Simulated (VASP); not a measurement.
## MgO (Periclase): relaxation of the atoms with PBE

Crystal: MgO (Periclase).

```
Mg O
1.0
     0.00000    2.08840    2.08840
     2.08840    0.00000    2.08840
     2.08840    2.08840    0.00000
Mg O
1 1
Direct
  0.00000 0.00000 0.00000
  0.50000 0.50000 0.50000
```

The cell isn't the ideal one: a relaxed cell with its volume scaled by 0.96.

```yaml
Program: VASP 6.6.1
Task: relaxation of the atoms
Functional: PBE
Potentials_or_basis: VASP PAW PBE potentials, release 64 (Mg, O_s)
Cutoff: 300 eV
k_mesh: 6 × 6 × 6
Occupations: gaussian, width 0.03 eV
Spin: no spin polarisation
Further_INCAR_settings: ALGO = Fast; EDIFF = 1e-07; IBRION = 2; EDIFFG = -0.01; NSW = 40
```

```yaml
Band_gap_on_the_k_mesh: 4.98 eV, direct
```

Final structure:
```
CELL_PARAMETERS angstrom
0.00000 2.08840 2.08840
2.08840 0.00000 2.08840
2.08840 2.08840 0.00000
ATOMIC_POSITIONS crystal
Mg 0.00000 0.00000 0.00000
O 0.50000 0.50000 0.50000
```

Levels at points of the mesh, in eV from the valence-band top:
```tsv
k point	band 1	band 2	band 3	band 4	band 5	band 6	band 7	band 8
(0.00, 0.00, 0.00)	-17.38	0.00	0.00	0.00	4.98	15.98	15.98	15.98
(0.50, 0.00, 0.00)	-16.04	-4.74	-0.69	-0.69	8.06	12.89	16.60	16.60
(0.50, 0.50, 0.00)	-15.77	-4.20	-1.39	-1.39	9.16	10.26	13.36	19.36
```

Wall time 2.4 s on 1 thread of Intel(R) Xeon(R) Platinum 8488C (Sapphire Rapids), with other jobs on the host, peak memory 0.11 GiB.

Caveat: the k mesh is coarse (spacing up to 0.43 Å⁻¹), so the values aren't converged; the relaxation stopped at its first step, so nothing moved.
